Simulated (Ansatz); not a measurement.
# SCF convergence of In$_{2}$Sb against the length of the Broyden history

These are results of Ansatz, DFT r2SCAN, scalar-relativistic, plane waves, PAW, not measurements.

```
In Sb
1.0
     5.37990    0.00000    0.00000
    -2.68995    4.65913    0.00000
     0.00000    0.00000    6.72255
In Sb
4 2
Cartesian
  2.6900 1.5530 1.6806
  0.0000 3.1061 5.0419
  0.0000 0.0000 3.3613
  0.0000 0.0000 0.0000
  2.6900 1.5530 5.0419
  0.0000 3.1061 1.6806
```

* plane-wave cutoff: 500 eV
* Γ-centred k-mesh: 12×12×6
* occupation rule: Gaussian smearing, 0.1 eV
* spin treatment: unpolarised

Each run starts from superposed atomic densities and uses Broyden mixing with its automatic preconditioner, at most 120 iterations and the default threshold on the density residual; only the length of the Broyden history differs.

```
length of the Broyden history iterations converged density residual (eV) at iterations 1, 3, 5
                            2          11        yes                          0.63 0.0054 0.00061
                            3          11        yes                           0.63 0.0054 0.0006
                            5          10        yes                           0.63 0.0054 0.0006
                           16          10        yes                           0.63 0.0054 0.0006
```

Cost: 4 runs of about 2.9 core-minutes in all, on Intel Xeon 6975P-C (Granite Rapids) (shared hosts).